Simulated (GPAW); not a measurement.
Cl:

```
Cl
1.0
     3.14500   -2.25000    0.00000
     3.14500    2.25000    0.00000
     0.00000    0.00000    8.21000
Cl
4
Direct
  0.37000 0.63000 0.40000
  0.13000 0.87000 0.90000
  0.63000 0.37000 0.60000
  0.87000 0.13000 0.10000
```

Base run:

* Program: GPAW 26.7.0
* Functional: LDA
* Potentials or basis: the program's PAW data sets (release 1.2.1) made for this functional
* Cutoff: 450 eV
* Basis: pw
* k mesh: 6 × 6 × 3
* Occupations: fermi-dirac, width 0.05 eV
* Spin: no spin polarisation

Its results: band gap on the k mesh 2.33 eV, indirect (least direct gap 2.39 eV); pressure -2.6 GPa; largest force 0.140 eV/Å.

Question: The run is repeated on the same cell with these changes: functional from LDA to PBE; potentials or basis from the program's PAW data sets (release 1.2.1) made for this functional to GPAW PAW data sets (gpaw-data 1.2.1). What comes out?

Answer: Band gap on the k mesh 2.49 eV, indirect (least direct gap 2.55 eV); pressure 0.4 GPa; largest force 0.134 eV/Å.

Caveats: the cutoff is short for stress and forces, so pressures can be off by a GPa or more; an odd mesh through Γ misses points on the zone boundary, where band edges often lie.
